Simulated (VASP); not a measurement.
Runs of VASP 6.6.1 on CsI. The structure is cubic, space group Pm-3m (No. 221). The conventional cell has a = 4.608 Å, b = 4.608 Å, c = 4.608 Å, α = 90.00°, β = 90.00°, γ = 90.00°. Around Cs (site symmetry m-3m) lie 8 I at 3.99 Å. Around I (site symmetry m-3m) lie 8 Cs at 3.99 Å. 

| task | level | spin | cell | k mesh | cutoff (eV) | smearing | exchange at q = 0 | grid for exact exchange (PRECFOCK) | screening parameter | gap on the mesh (eV) | pressure (GPa) |
| --- | --- | --- | --- | --- | --- | --- | --- | --- | --- | --- | --- |
| single point | HSE06 | off | Pm-3m, 48.93 Å³/atom | 4 × 4 × 4 | 520 | gaussian 0.01 eV | truncated | Normal | 0.2079 1/A | 4.78 | (b) |
| single point | PBE | non-collinear, zero start, SOC | Pm-3m, 48.93 Å³/atom | 6 × 6 × 6 | 520 | gaussian 0.01 eV | - | - | - | - | (a) |
| single point | PBE | off | Pm-3m, 50.79 Å³/atom | 6 × 6 × 6 | 520 | fermi-dirac 0.02 eV | - | - | - | 3.68 | 0.0 |
| relaxation of cell and atoms | PBE | off | relaxed | 6 × 6 × 6 | 600 | fermi-dirac 0.02 eV | - | - | - | 3.67 | 0.0 |

Alike in all rows: potentials or basis VASP PAW PBE potentials, release 64 (Cs_sv, I).

Question: Fill in the values left out.

Answer: (a) 0.4; (b) 0.2.

Caveats: spin-orbit coupling is left out, which moves the levels of the heavy elements (some runs); the PAW data sets were made with another functional, which shifts forces and pressure a little (some runs).

A k mesh can miss the band edges, and rows without SOC leave out spin-orbit coupling on Cs, I.
